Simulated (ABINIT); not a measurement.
Nb:

```xyz
1
Lattice="0.0000 2.1150 2.1150 2.1150 0.0000 2.1150 2.1150 2.1150 0.0000" Properties=species:S:1:pos:R:3 pbc="T T T"
Nb    0.0000    0.0000    0.0000
```

This isn't the form of Nb at room conditions, which is bcc.

Base run:

* Program: ABINIT 10.8.3 (patched build)
* Functional: LDA
* Potentials or basis: PseudoDojo NC SR LDA v0.4 stringent
* Cutoff: 1007 eV
* k mesh: 12 × 12 × 12, with 4 shifts
* Occupations: fermi-dirac, width 0.136 eV
* Spin: no spin polarisation

Its results: pressure -10.7 GPa.

**Question.** The run is repeated on the same cell with these changes: k mesh from 12 × 12 × 12, with 4 shifts to 8 × 8 × 8; occupations from fermi-dirac, width 0.136 eV to fermi-dirac, width 0.05 eV. What comes out?

**Answer.** Pressure -11.4 GPa.

Not every run made on this cell is shown here.
